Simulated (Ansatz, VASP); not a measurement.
## AlN: VASP beside Ansatz

The input INCAR:

```
ALGO = Normal
EDIFF = 1E-6
ENCUT = 520
GGA = PE
ISIF = 2
ISMEAR = 0
LASPH = True
LCHARG = True
LELF = True
LREAL = False
LVHAR = True
LWAVE = False
NBANDS = 16
NELM = 60
PREC = Accurate
SIGMA = 0.05
```

Contents of KPOINTS:

```
k-points
0
Gamma
  9 9 6
```

POSCAR

```
AlN
1.0
    3.2581442357      0.0000000000      0.0000000000
   -1.6290721178      2.8216356773      0.0000000000
    0.0000000000      0.0000000000      4.1176574847
Al N
2 2
Direct
    0.3333333333      0.6666666667      0.7500000000
    0.6666666667      0.3333333333      0.2500000000
    0.3333333333      0.6666666667      0.2500000000
    0.6666666667      0.3333333333      0.7500000000
```

Input for Ansatz:

```yaml
crystal:
  lattice:
    - [3.2581442357, 0.0, 0.0]
    - [-1.6290721178, 2.8216356773, 0.0]
    - [0.0, 0.0, 4.1176574847]
  atoms:
    - { symbol: Al, position: [0.3333333333, 0.6666666667, 0.75] }
    - { symbol: Al, position: [0.6666666667, 0.3333333333, 0.25] }
    - { symbol: "N", position: [0.3333333333, 0.6666666667, 0.25] }
    - { symbol: "N", position: [0.6666666667, 0.3333333333, 0.75] }
basis:
  ecutwfc: 520.0
kpoints:
  mp_grid: { grid: [9, 9, 6] }
hamiltonian:
  xc: pbe
  pseudopotentials: { kind: paw, azcp: { folder: soft_1 } }
scf:
  occupations: { method: gaussian, width: 0.05 }
output:
  forces: true
  stress: true
  eigenvalues: true
```

Change from the starting cell: mode 4 frozen in at +0.000 Å, equal normal strain along x, y and z -0.0167.

Alike in both runs: task single point; functional PBE; k mesh 9 × 9 × 6; occupations gaussian, width 0.05 eV; no spin polarisation.

|  | VASP | Ansatz |
| --- | --- | --- |
| version | VASP 6.6.1 | Ansatz 0.2.0 |
| potentials or method | VASP PAW PBE potentials, release 64 (Al, N) | scalar-relativistic, plane waves, PAW |
| plane-wave cutoff (eV) | 520 | 520 |
| valence electrons in the cell | 16 | 16 |

|  | VASP | Ansatz | Ansatz less VASP |
| --- | --- | --- | --- |
| gap on the k mesh at the Fermi level (eV) | 3.64 | 3.63 | -0.012 |
| least direct gap on the mesh (eV) | 3.64 | 3.63 | -0.012 |
| pressure (GPa) | 11.4 | 11.5 | +0.16 |
| largest component of the traceless stress (GPa) | 1.44 | 1.57 | +0.128 |

Caveats: an odd mesh through Γ misses points on the zone boundary, where band edges often lie.
